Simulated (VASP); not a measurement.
# La2O3 (P-3m1) in VASP: notebook, part 2 of 2

VASP 6.6.1.

**3. Equation of state, PBE+D3(BJ), 15.55 Å³/atom (a relaxed cell with its volume scaled by 0.96)**

Input file INCAR:

```
SYSTEM = La2O3
PREC = Accurate ; ENCUT = 520
EDIFF = 1E-7 ; ISMEAR = 0
SIGMA = 0.02 ; LREAL = .False.
LASPH = .True. ; NELM = 60
ALGO = Normal ; ISIF = 2
LWAVE = .False. ; LCHARG = .False.
GGA = PE ; IVDW = 12
KPAR = 2
```

Input file KPOINTS:

```
regular mesh
0
Gamma
  8 8 4
  0 0 0
```

Input file POSCAR:

```
La2O3                                   
1.0
    3.8655547222      0.0000000000     -0.0000000000
   -1.9327773611      3.3476685892     -0.0000000000
    0.0000000000     -0.0000000000      6.0076642449
  La              O             
     2     3
Direct
     0.3333333332999970    0.6666666667000030    0.2456364583099848
     0.6666666667000030    0.3333333332999970    0.7543635416900152
     0.0000000000000000    0.0000000000000000    0.0000000000000000
     0.3333333332999970    0.6666666667000030    0.6461920171828220
     0.6666666667000030    0.3333333332999970    0.3538079828171779
```

Potentials or basis: VASP PAW PBE potentials, release 64 (La, O).

The run is started by

```
cat potpaw_PBE.64/La/POTCAR potpaw_PBE.64/O/POTCAR > POTCAR
mpirun -np 2 vasp_std > vasp.out
```

OUTCAR:

```text
SYSTEM = La2O3
   PREC = Accurate
   ENCUT = 520
   EDIFF = 1E-7
   ISMEAR = 0
   LREAL = .False.
   LASPH = .True.
   NELM = 60
   ISIF = 2
   GGA = PE
   IVDW = 12
 IVDW          = 12

 ion  position               nearest neighbor table
   1  0.333  0.667  0.246-   5 2.32   5 2.32   5 2.32   4 2.41   3 2.68   3 2.68   3 2.68
   2  0.667  0.333  0.754-   4 2.32   4 2.32   4 2.32   5 2.41   3 2.68   3 2.68   3 2.68
   3  0.000  0.000  0.000-   1 2.68   2 2.68   1 2.68   2 2.68   1 2.68   2 2.68
   4  0.333  0.667  0.646-   2 2.32   2 2.32   2 2.32   1 2.41
   5  0.667  0.333  0.354-   1 2.32   1 2.32   1 2.32   2 2.41

  LATTYP: Found a hexagonal cell.
 ALAT       =     3.8655547222
 C/A-ratio  =     1.5541532009

  Lattice vectors:

 A1 = (   3.8655547222,   0.0000000000,   0.0000000000)
 A2 = (  -1.9327773611,   3.3476685892,   0.0000000000)
 A3 = (   0.0000000000,   0.0000000000,   6.0076642449)

Analysis of symmetry for initial positions (statically):
=====================================================================
 Subroutine PRICEL returns:
 Original cell was already a primitive cell.
[... 179 lines left out ...]

 val. band max:        6.5178766980   @ k =   0.2500   0.2500   0.5000
 cond. band min:      10.4245400118   @ k =   0.5000   0.0000   0.0000
 fundamental gap:      3.9066633138
 Fermi energy:         6.6873632443

 k-point     1 :       0.0000    0.0000    0.0000
  band No.  band energies     occupation
      1     -23.1821      2.00000
      2     -22.8730      2.00000
      3     -10.6620      2.00000
      4      -9.3383      2.00000
      5      -8.8415      2.00000
      6      -6.6277      2.00000
[... 637 lines left out ...]
     23      11.5561      0.00000
     24      11.8918      0.00000

 [... further k-points ...]

------------------------ aborting loop because EDIFF is reached ----------------------------------------

 Edisp (eV)   -1.36327

 E8    (eV) :    -0.6633

  FORCE on cell =-STRESS in cart. coord.  units (eV):
  Direction    XX          YY          ZZ          XY          YZ          ZX
  --------------------------------------------------------------------------------------
  -------------------------------------------------------------------------------------
  Total       3.27771     3.27771     2.54031     0.00000     0.00000     0.00000
  in kB      67.54936    67.54936    52.35252     0.00000     0.00000     0.00000
  external pressure =       62.48 kB  Pullay stress =        0.00 kB

 VOLUME and BASIS-vectors are now :
 -----------------------------------------------------------------------------
  energy-cutoff  :      520.00
  volume of cell :       77.74
      direct lattice vectors                 reciprocal lattice vectors
     3.865554722  0.000000000  0.000000000     0.258695083  0.149357676  0.000000000
    -1.932777361  3.347668589  0.000000000     0.000000000  0.298715352  0.000000000
     0.000000000  0.000000000  6.007664245     0.000000000  0.000000000  0.166454043

 POSITION                                       TOTAL-FORCE (eV/Angst)
 -----------------------------------------------------------------------------------
     -0.00000      2.23178      1.47570         0.000000     -0.000000     -0.327283
      1.93278      1.11589      4.53196        -0.000000      0.000000      0.327283
      0.00000      0.00000      0.00000         0.000000      0.000000     -0.000000
     -0.00000      2.23178      3.88210        -0.000000      0.000000     -0.051044
      1.93278      1.11589      2.12556        -0.000000     -0.000000      0.051044
 -----------------------------------------------------------------------------------
    total drift:                               -0.000000      0.000000      0.000000

  FREE ENERGIE OF THE ION-ELECTRON SYSTEM (eV)
  ---------------------------------------------------
  free  energy   TOTEN  =       -43.0462539565 eV

  energy  without entropy=      -43.0462539565  energy(sigma->0) =      -43.04625396
```

OSZICAR:

```text
N       E                     dE             d eps       ncg     rms          rms(c)
DAV:   1     0.477988136569E+03    0.47799E+03   -0.15774E+04  1688   0.258E+03
DAV:   2     0.955619703448E+02   -0.38243E+03   -0.37681E+03  2424   0.414E+02
DAV:   3    -0.272883824887E+02   -0.12285E+03   -0.12122E+03  3112   0.225E+02
DAV:   4    -0.463023211132E+02   -0.19014E+02   -0.19005E+02  2944   0.933E+01
DAV:   5    -0.473278884723E+02   -0.10256E+01   -0.10252E+01  3128   0.261E+01    0.151E+01
DAV:   6    -0.417061759695E+02    0.56217E+01   -0.49463E+01  2616   0.445E+01    0.755E+00
DAV:   7    -0.416841943035E+02    0.21982E-01   -0.50121E+00  3160   0.245E+01    0.365E+00
DAV:   8    -0.416806223378E+02    0.35720E-02   -0.49790E-01  3056   0.655E+00    0.133E+00
DAV:   9    -0.416802794487E+02    0.34289E-03   -0.72399E-02  2992   0.239E+00    0.399E-01
DAV:  10    -0.416822013554E+02   -0.19219E-02   -0.39082E-02  2824   0.144E+00    0.195E-01
DAV:  11    -0.416827503772E+02   -0.54902E-03   -0.10718E-02  2904   0.824E-01    0.117E-01
DAV:  12    -0.416829294555E+02   -0.17908E-03   -0.19491E-03  2720   0.347E-01    0.417E-02
DAV:  13    -0.416829840598E+02   -0.54604E-04   -0.70320E-04  2928   0.193E-01    0.218E-02
DAV:  14    -0.416829882195E+02   -0.41598E-05   -0.86943E-05  2944   0.912E-02    0.313E-03
DAV:  15    -0.416829886554E+02   -0.43591E-06   -0.62494E-06  2928   0.243E-02    0.210E-03
DAV:  16    -0.416829885439E+02    0.11157E-06   -0.70046E-07  2448   0.772E-03    0.542E-04
DAV:  17    -0.416829885773E+02   -0.33413E-07   -0.80288E-08  1680   0.465E-03
   1 F= -.43046254E+02 E0= -.43046254E+02  d E =-.171335E-34
```

stdout:

```text
POSCAR found type information on POSCAR LaO
 POSCAR found :  2 types and       5 ions
 scaLAPACK will be used
 LDA part: xc-table for (Slater+PW92), standard interpolation
 POSCAR, INCAR and KPOINTS ok, starting setup
 FFT: planning ... GRIDC
 FFT: planning ... GRID_SOFT
 FFT: planning ... GRID
 WAVECAR not read
 entering main loop
```

It took 50 s on 2 MPI ranks of Intel Xeon Platinum 8259CL at 2.50GHz (Skylake/Cascade Lake), shared host; peak memory 0.24 GiB.

Results:

* Free energy: -43.0463 eV
* Pressure: 6.2 GPa
* Largest force: 0.327 eV/Å
* Band gap on the k mesh: 3.91 eV, indirect (least direct gap 4.05 eV)
* Dispersion energy per atom: -0.273 eV

Caveat: spin-orbit coupling is left out, which moves the levels of the heavy elements.

**4. Equation of state, PBE+D3(BJ), 15.87 Å³/atom (a relaxed cell with its volume scaled by 0.98)**

INCAR is that of step 3.

KPOINTS is that of step 3.

Changes to POSCAR since step 3:

```diff
@@ -2,5 +2,5 @@
 1.0
-    3.8655547222      0.0000000000     -0.0000000000
-   -1.9327773611      3.3476685892     -0.0000000000
-    0.0000000000     -0.0000000000      6.0076642449
+    3.8922145628      0.0000000000     -0.0000000000
+   -1.9461072814      3.3707566884     -0.0000000000
+    0.0000000000     -0.0000000000      6.0490977214
   La              O
```

The run is started by

```
cat potpaw_PBE.64/La/POTCAR potpaw_PBE.64/O/POTCAR > POTCAR
mpirun -np 2 vasp_std > vasp.out
```

Run time: 51 s. Hardware: 2 MPI ranks of Intel Xeon Platinum 8259CL at 2.50GHz (Skylake/Cascade Lake), shared host; peak memory 0.24 GiB.

Results (log left out):

```
Free energy                : -43.0945 eV
Pressure                   : 3.0 GPa
Largest force              : 0.159 eV/Å
Band gap on the k mesh     : 3.89 eV, indirect (least direct gap 4.06 eV)
Dispersion energy per atom : -0.267 eV
```

Caveat: spin-orbit coupling is left out, which moves the levels of the heavy elements.

**5. Equation of state, PBE+D3(BJ), 16.20 Å³/atom**

INCAR is that of step 4.

KPOINTS is that of step 4.

Changes to POSCAR since step 4:

```diff
@@ -2,5 +2,5 @@
 1.0
-    3.8922145628      0.0000000000     -0.0000000000
-   -1.9461072814      3.3707566884     -0.0000000000
-    0.0000000000     -0.0000000000      6.0490977214
+    3.9185141076      0.0000000000     -0.0000000000
+   -1.9592570538      3.3935327623     -0.0000000000
+    0.0000000000     -0.0000000000      6.0899712431
   La              O
```

The run is started by

```
cat potpaw_PBE.64/La/POTCAR potpaw_PBE.64/O/POTCAR > POTCAR
mpirun -np 2 vasp_std > vasp.out
```

It took 59 s on 2 MPI ranks of Intel Xeon Platinum 8259CL at 2.50GHz (Skylake/Cascade Lake), shared host; peak memory 0.24 GiB.

Results (log left out):

```yaml
Free_energy: -43.1120 eV
Pressure: 0.2 GPa
Largest_force: 0.003 eV/Å
Band_gap_on_the_k_mesh: 3.87 eV, indirect (least direct gap 4.07 eV)
Dispersion_energy_per_atom: -0.261 eV
```

Caveat: spin-orbit coupling is left out, which moves the levels of the heavy elements.

**6. Equation of state, PBE+D3(BJ), 16.52 Å³/atom (a relaxed cell with its volume scaled by 1.02)**

INCAR is that of step 5.

KPOINTS is that of step 5.

Changes to POSCAR since step 5:

```diff
@@ -2,5 +2,5 @@
 1.0
-    3.9185141076      0.0000000000     -0.0000000000
-   -1.9592570538      3.3935327623     -0.0000000000
-    0.0000000000     -0.0000000000      6.0899712431
+    3.9444652884      0.0000000000     -0.0000000000
+   -1.9722326442      3.4160071442     -0.0000000000
+    0.0000000000     -0.0000000000      6.1303033539
   La              O
```

Potentials or basis: VASP PAW PBE potentials, release 64 (La, O).

The run is started by

```
cat potpaw_PBE.64/La/POTCAR potpaw_PBE.64/O/POTCAR > POTCAR
mpirun -np 2 vasp_std > vasp.out
```

Wall time 56 s (2 MPI ranks of Intel Xeon Platinum 8259CL at 2.50GHz (Skylake/Cascade Lake), shared host); peak memory 0.24 GiB.

Results (log left out):

* Free energy: -43.1020 eV
* Pressure: -2.4 GPa
* Largest force: 0.141 eV/Å
* Band gap on the k mesh: 3.85 eV, indirect (least direct gap 4.07 eV)
* Dispersion energy per atom: -0.256 eV

Caveat: spin-orbit coupling is left out, which moves the levels of the heavy elements.

**7. Equation of state, PBE+D3(BJ), 16.84 Å³/atom (a relaxed cell with its volume scaled by 1.04)**

INCAR is that of step 6.

KPOINTS is that of step 6.

Changes to POSCAR since step 6:

```diff
@@ -2,5 +2,5 @@
 1.0
-    3.9444652884      0.0000000000     -0.0000000000
-   -1.9722326442      3.4160071442     -0.0000000000
-    0.0000000000     -0.0000000000      6.1303033539
+    3.9700794171      0.0000000000     -0.0000000000
+   -1.9850397086      3.4381896303     -0.0000000000
+    0.0000000000     -0.0000000000      6.1701116340
   La              O
```

The run is started by

```
cat potpaw_PBE.64/La/POTCAR potpaw_PBE.64/O/POTCAR > POTCAR
mpirun -np 2 vasp_std > vasp.out
```

It took 53 s on 2 MPI ranks of Intel Xeon Platinum 8259CL at 2.50GHz (Skylake/Cascade Lake), shared host; peak memory 0.25 GiB.

The run converged. Its results:

- Free energy: -43.0670 eV
- Pressure: -4.7 GPa
- Largest force: 0.276 eV/Å
- Band gap on the k mesh: 3.82 eV, indirect (least direct gap 4.07 eV)
- Dispersion energy per atom: -0.251 eV

Caveat: spin-orbit coupling is left out, which moves the levels of the heavy elements.

**8. Equation of state, PBE+D3(BJ)**

This run uses another cell than the first one, of 16.20 Å³/atom, 0.990 times its volume.

This step only gathers the single runs of the series.

Results:

```yaml
Equilibrium_volume: 16.23 Å³/atom
Bulk_modulus_at_fixed_shape_and_positions: 135 GPa
Pressure_derivative_of_the_bulk_modulus: "4.2 (rough: it moves with the points fitted)"
```

Energy against volume, from the lowest point:
```csv
volume (Å³/atom),energy (meV/atom)
15.549,13.15
15.872,3.50
16.196,0.00
16.520,2.01
16.844,9.01
```

Caveat: the cell was scaled at fixed shape and fractional positions, which overstates the stiffness of a crystal with free parameters, most of all of layers and chains. The run has no spin-orbit coupling, so splittings on La are missing.

**9. For comparison**

An earlier run on the cell as given: functional PBEsol; potentials or basis VASP PAW PBE potentials, release 64 (La, O); cutoff 520 eV; k mesh 8 × 8 × 5; occupations fermi-dirac, width 0.05 eV; no spin polarisation.

- Pressure: -3.2 GPa
- Largest force: 0.101 eV/Å
- Band gap on the k mesh: 3.83 eV, indirect (least direct gap 3.98 eV)

**10. The runs side by side**

```tsv
task	level	spin	cell	k mesh	smearing	ladder	pressure (GPa)	largest force (eV/Å)
band structure	r2SCAN	SOC, no magnetisation	P-3m1, 16.36 Å³/atom	6 × 6 × 4	gaussian 0.02 eV	gaps	0.2	0.02
equation of state	PBE+D3(BJ)	off	P-3m1, 16.2 Å³/atom	8 × 8 × 4	gaussian 0.02 eV	gaps	-	-
single point	PBEsol	off	P-3m1, 16.36 Å³/atom	8 × 8 × 5	fermi-dirac 0.05 eV	free	-3.2	0.10
```

Alike in all rows: potentials or basis VASP PAW PBE potentials, release 64 (La, O); cutoff (eV) 520.

Caveats: the PAW data sets were made with another functional, which shifts forces and pressure a little (some runs); the cell was scaled at fixed shape and fractional positions, which overstates the stiffness of a crystal with free parameters, most of all of layers and chains (some runs); spin-orbit coupling is left out, which moves the levels of the heavy elements (some runs); an odd mesh through Γ misses points on the zone boundary, where band edges often lie (some runs).

Total energies depend on the potentials used, so only differences within one code and one set of settings carry meaning.
